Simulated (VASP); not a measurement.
Write the native input for VASP 6.6.1 that does the following.

* Task: single point
* Functional: r2SCAN
* Dispersion: D4
* Potentials or basis: VASP PAW PBE potentials, release 64 (C)
* Cutoff: 520 eV
* k mesh: 10 × 10 × 10
* Occupations: fermi-dirac, width 0.15 eV
* Spin: collinear spin, typed start
* Starting moments: [-0.26, 0.34] μB
* Dipole correction: no
* Further INCAR settings: ALGO = Normal; EDIFF = 1e-07; NBANDS = 15

The system is C.

```
CELL_PARAMETERS angstrom
0.00000 1.78337 1.78337
1.78337 0.00000 1.78337
1.78337 1.78337 0.00000
ATOMIC_POSITIONS crystal
C 0.75209 0.75263 0.74985
C 0.50204 0.50259 0.49988
```

This isn't the form of C at room conditions, which is graphite.

The cell isn't the ideal one: atoms moved at random, drawn with an rms of 0.02 Å.

These files were run (other wordings do the same):

POSCAR

```
C
1.0
    0.0000000000      1.7833700000      1.7833700000
    1.7833700000      0.0000000000      1.7833700000
    1.7833700000      1.7833700000      0.0000000000
C
2
Direct
    0.7520856269      0.7526266258      0.7498471510
    0.5020433731      0.5025903742      0.4998778490
```

INCAR.step1

```
PREC = Accurate
ENCUT = 520
ISMEAR = -1
SIGMA = 0.15
LREAL = F
LASPH = T
NELM = 150
ISPIN = 2
MAGMOM = -0.26 0.34
NBANDS = 15
GGA = PE
ALGO = Normal
EDIFF = 1E-4
LWAVE = T
LCHARG = F
```

INCAR.step2

```
PREC = Accurate
ENCUT = 520
EDIFF = 1E-7
ISMEAR = -1
SIGMA = 0.15
LREAL = F
LASPH = T
NELM = 150
ALGO = Normal
ISIF = 2
LWAVE = F
LCHARG = F
ISPIN = 2
MAGMOM = -0.26 0.34
LORBIT = 11
METAGGA = R2SCAN
LMIXTAU = T
IVDW = 13
VDW_S6 = 1.0
VDW_S8 = 0.6018749
VDW_A1 = 0.51559235
VDW_A2 = 5.77342911
NBANDS = 15
ISTART = 1
```

KPOINTS

```
Automatic mesh
0
Gamma
  10 10 10
```

Potentials or basis: VASP PAW PBE potentials, release 64 (C).

Command:

```console
$ cat potpaw_PBE.64/C/POTCAR > POTCAR
$ cp INCAR.step1 INCAR
$ mpirun -np 1 vasp_std > vasp.out
$ cp INCAR.step2 INCAR
$ mpirun -np 1 vasp_std > vasp.out
```

It gave:

```yaml
Pressure: -3.5 GPa
Largest_force: 0.005 eV/Å
Band_gap_on_the_k_mesh: 4.37 eV, indirect (least direct gap 5.83 eV)
Net_moment: 0.00 μB per cell
Valence_electrons_inside_the_program's_atomic_spheres: C 2.58
Dispersion_energy_per_atom: -0.088 eV
```

Caveat: the PAW data sets were made with another functional, which shifts forces and pressure a little.

Run time: 2.4 min on 1 thread of Intel(R) Xeon(R) 6975P-C (Granite Rapids) (shared host), peak memory 0.18 GiB.
